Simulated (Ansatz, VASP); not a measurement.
**TaN in VASP and in Ansatz**

Contents of INCAR:

```
SYSTEM = TaN
PREC     = Accurate       ! precision mode
ENCUT    = 600            ! plane-wave cutoff, eV
EDIFF    = 1E-6           ! SCF threshold, eV
ISMEAR   = 0              ! smearing method
SIGMA    = 0.1            ! smearing width, eV
LREAL    = .FALSE.        ! projectors in reciprocal space
LASPH    = .TRUE.         ! aspherical terms in the spheres
NELM     = 80             ! most SCF steps
ALGO     = Normal         ! electronic algorithm
ISIF     = 3              ! what is computed and relaxed
LWAVE    = .FALSE.        ! write WAVECAR
LCHARG   = .FALSE.        ! write CHGCAR
IBRION   = 2              ! ionic algorithm
NSW      = 100            ! ionic steps
EDIFFG   = -0.005         ! ionic threshold
```

KPOINTS

```
Automatic mesh
0
G
  16 16 16
  0 0 0
```

The input POSCAR:

```
TaN
1.0
    0.0000000000      2.1790000000      2.1790000000
    2.1790000000      0.0000000000      2.1790000000
    2.1790000000      2.1790000000      0.0000000000
Ta N
1 1
Direct
    0.5000000000      0.5000000000      0.5000000000
    0.0000000000      0.0000000000      0.0000000000
```

Input for Ansatz:

```yaml
crystal:
  lattice:
    - [0.0, 2.179, 2.179]
    - [2.179, 0.0, 2.179]
    - [2.179, 2.179, 0.0]
  atoms:
    - { symbol: Ta, position: [0.5, 0.5, 0.5] }
    - { symbol: "N", position: [0.0, 0.0, 0.0] }
basis:
  ecutwfc: 420
kpoints:
  mp_grid: { grid: [16, 16, 16] }
hamiltonian:
  xc: lda
scf:
  occupations: { method: gaussian, width: 0.1 }
output:
  forces: true
  stress: true
  eigenvalues: true
  write_density: true
  write_potential: true
  elf: true
  volumetric_format: npy
relax:
  adjacent_minimum: "off"
  f_tol: 0.005
  max_steps: 80
  cell: { stress_tol: 0.05 }
```

Alike in both runs: task relaxation of cell and atoms; functional LDA; k mesh 16 × 16 × 16; occupations gaussian, width 0.1 eV; no spin polarisation.

|  | VASP | Ansatz |
| --- | --- | --- |
| version | VASP 6.6.1 | Ansatz 0.2.0 |
| potentials or method | VASP PAW LDA potentials, release 64 (Ta_pv, N) | scalar-relativistic, plane waves, PAW |
| plane-wave cutoff (eV) | 600 | 420 |
| valence electrons in the cell | 16 | 18 |

Ansatz gave:

| Item | Value |
| --- | --- |
| gap on the k mesh at the Fermi level, each at its own relaxed structure (eV) | none |
| relaxed volume (Å³/atom) | 10.28 |
| relaxed cell length with the largest relative difference (Å) | 3.075 |

Q: Estimate VASP's values.

A: gap on the k mesh at the Fermi level, each at its own relaxed structure (eV): none; relaxed volume (Å³/atom): 10.33; relaxed cell length with the largest relative difference (Å): 3.080.

A gap of «none» marks a metal or a gap that the smearing closes. The two sets of potentials don't hold the same shells in valence.

Spin-orbit coupling is left out, which matters for the levels of Ta.
